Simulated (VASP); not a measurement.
HfO2: single point with PBE0(alpha)

HfO2:

```
Hf O
1.0
     5.11800    0.00000    0.00000
     0.00000    5.18570    0.00000
    -0.85866    0.00000    5.21387
Hf O
4 8
Direct
  0.27550 0.03970 0.20800
  0.72450 0.53970 0.29200
  0.72450 0.96030 0.79200
  0.27550 0.46030 0.70800
  0.44870 0.75810 0.48010
  0.55130 0.25810 0.01990
  0.55130 0.24190 0.51990
  0.44870 0.74190 0.98010
  0.07420 0.33160 0.34670
  0.92580 0.83160 0.15330
  0.92580 0.66840 0.65330
  0.07420 0.16840 0.84670
```

```yaml
Program: VASP 6.6.1
Task: single point
Functional: PBE0(alpha)
Potentials_or_basis: VASP PAW PBE potentials, release 64 (Hf_pv, O)
Cutoff: 520 eV
k_mesh: 2 × 2 × 2
Occupations: gaussian, width 0.05 eV
Spin: no spin polarisation
Share_of_exact_exchange: 0.3
Grid_for_exact_exchange_PRECFOCK: Fast
Exchange_at_q_=_0: truncated
Further_INCAR_settings: ALGO = Normal; EDIFF = 1e-06; NBANDS = 56
```

* Pressure: -5.4 GPa
* Largest force: 0.403 eV/Å
* Band gap on the k mesh: 6.93 eV, indirect (least direct gap 7.03 eV)

Forces in eV/Å, atoms in the order of the input:
```
Hf  -0.026  0.059 -0.094
Hf   0.026  0.059  0.094
Hf   0.026 -0.059  0.094
Hf  -0.026 -0.059 -0.094
O    0.020 -0.040 -0.100
O   -0.020 -0.040  0.100
O   -0.020  0.040  0.100
O    0.020  0.040 -0.100
O   -0.352  0.196  0.004
O    0.352  0.196 -0.004
O    0.352 -0.196 -0.004
O   -0.352 -0.196  0.004
```

Stress tensor (GPa, compression positive):
```
-5.39  0.00 -0.14
 0.00 -6.28  0.00
-0.14  0.00 -4.57
```

Levels at points of the mesh, in eV from the valence-band top:
```csv
k point,band 42,band 43,band 44,band 45,band 46,band 47
"(0.00, 0.00, 0.00)",-0.57,-0.20,0.00,7.38,8.04,8.19
"(0.50, 0.00, 0.00)",-0.60,-0.53,-0.11,6.93,8.06,8.16
"(0.00, 0.50, 0.00)",-0.87,-0.49,-0.49,7.99,7.99,8.54
"(0.50, 0.50, 0.00)",-1.00,-0.65,-0.65,7.66,7.66,8.20
"(0.00, 0.00, 0.50)",-0.92,-0.54,-0.54,7.66,7.66,8.18
"(0.50, 0.00, 0.50)",-1.06,-0.55,-0.55,7.28,7.28,8.48
"(0.00, 0.50, 0.50)",-1.00,-0.69,-0.69,7.87,7.87,8.04
"(0.50, 0.50, 0.50)",-1.11,-0.80,-0.80,7.44,7.44,8.19
```

It took 16 min on 1 thread of Intel(R) Xeon(R) Platinum 8559C (Emerald Rapids), on a shared host, peak memory 0.3 GiB.

Caveat: the k mesh is coarse (spacing up to 0.62 Å⁻¹), so the values aren't converged, least of all with exact exchange; the PAW data sets were made with another functional, which shifts forces and pressure a little; spin-orbit coupling is left out, which moves the levels of the heavy elements. A k mesh can miss the band edges.
